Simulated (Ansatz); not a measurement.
**Moving the pressure in ZrC**

The cell as given:

Symmetry: Fm-3m, No. 225, cubic system. The conventional cell has a = 4.730 Å, b = 4.730 Å, c = 4.730 Å, α = 90.00°, β = 90.00°, γ = 90.00°. Zr (site symmetry m-3m) is surrounded by 6 C at 2.37 Å. Around C (site symmetry m-3m) lie 6 Zr at 2.37 Å.

Kept alike: task relaxation of cell and atoms; functional PBEsol; k mesh 10 × 10 × 10; occupations fermi-dirac, width 0.05 eV; no spin polarisation. Program: Ansatz, Ansatz PAW, cutoff 420 eV. The mesh is that of the run's cell of 2 atoms. No spin-orbit coupling.

| pressure, P (GPa) | volume (Å³/atom) |
| --- | --- |
| 0 | 12.724 |
| 2 | 12.617 |
| 5 | 12.466 |

The relaxations keep at least the cell's symmetry (Fm-3m). For a metal such a mesh leaves the last digits unconverged. The runs follow the start's structure, whether or not it is the stable one at these pressures. Ansatz's relaxations hold a Pulay term in the stress (up to 0.2 GPa here). All rows use potentials made for PBE.

The volume falls from 12.724 to 12.466 Å³/atom between 0 and 5 GPa.
